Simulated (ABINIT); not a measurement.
The system is Se.

```
Se
1.0
     4.36620    0.00000    0.00000
    -2.18310    3.78124    0.00000
     0.00000    0.00000    4.95360
Se
3
Direct
  0.77460 0.77460 0.00000
  0.00000 0.22540 0.66667
  0.22540 0.00000 0.33333
```

Program: ABINIT 10.8.3 (patched build). Alike in all runs: no spin polarisation; cell as given; cutoff (eV) 408; smearing fermi-dirac 0.05 eV.

Task: Order these runs on this cell by their band gap on the k mesh, lowest first.
A. level HCTH407; potentials or basis JTH PAW PBE v2.0; k mesh 7 × 7 × 6
B. level WC; potentials or basis JTH PAW PBE v2.0; k mesh 7 × 7 × 6
C. level LDA; potentials or basis JTH PAW LDA v2.0; k mesh 9 × 9 × 8

Result: C (0.93 eV), B (1.13 eV), A (1.34 eV).

Caveats: the mesh misses the band edges, which the band path finds closer together (some runs); an odd mesh through Γ misses points on the zone boundary, where band edges often lie (some runs).

Runs at the PBE level aren't shown here.
